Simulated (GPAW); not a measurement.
Wanted: an ASE script for a GPAW 26.7.0 run.

| Quantity | Value |
| --- | --- |
| Task | single point |
| Functional | LDA |
| Potentials or basis | the program's PAW data sets (release 1.2.1) made for this functional, other valence |
| Cutoff | 600 eV |
| Basis | pw |
| k mesh | 7 × 7 × 5 |
| Occupations | fermi-dirac, width 0.05 eV |
| Spin | no spin polarisation |
| Maxiter | 120 |
| Convergence | default |
| Data set | Mg 2 |

The structure of MgSi lies in POSCAR:

```
MgSi
1.0
    2.9083940000      0.0000000000      0.0000000000
    0.0000000000      2.9083940000      0.0000000000
    0.0000000000      0.0000000000      4.1034270000
Si Mg
1 1
Direct
    0.5000000000      0.5000000000      0.5000000000
    0.0000000000      0.0000000000      0.0000000000
```

The cell comes from a database or a generator and needn't be the stable form of this composition.

The input as run:

run.py

```python
from ase.dft.bandgap import bandgap
from ase.io import read, write
from ase.units import GPa
from gpaw import GPAW, PW

atoms = read('POSCAR')

calc = GPAW(mode=PW(600),
            xc='LDA',
            kpts={'size': (7, 7, 5), 'gamma': True},
            occupations={'name': 'fermi-dirac', 'width': 0.05},
            setups={'Mg': '2'},
            nbands=-8,
            maxiter=120,
            txt='gpaw.txt')
atoms.calc = calc
energy = atoms.get_potential_energy()
forces = atoms.get_forces()
stress = atoms.get_stress()
calc.write('gs.gpw')
write('result.traj', atoms)
print(f'Energy: {energy:.6f} eV')
print('Forces (eV/A):')
print(forces.round(4))
print('Stress (GPa):', (stress / GPa).round(3))
print('Fermi level:', round(calc.get_fermi_level(), 4), 'eV')
print(f'Gap: {bandgap(calc)[0]:.4f} eV, direct: {bandgap(calc, direct=True)[0]:.4f} eV')
```

Potentials or basis: the program's PAW data sets (release 1.2.1) made for this functional, other valence, pw.

The run is started by

```console
$ OMP_NUM_THREADS=1 python run.py
```

Results of the run:

The pressure is -2.9 GPa and the band gap on the k mesh is none (metal or under the smearing width).

Caveat: the cutoff is short for stress and forces, so pressures can be off by a GPa or more.

Wall time 5.2 s on 1 thread of Arm Neoverse V2 (shared host), peak memory 0.14 GiB.
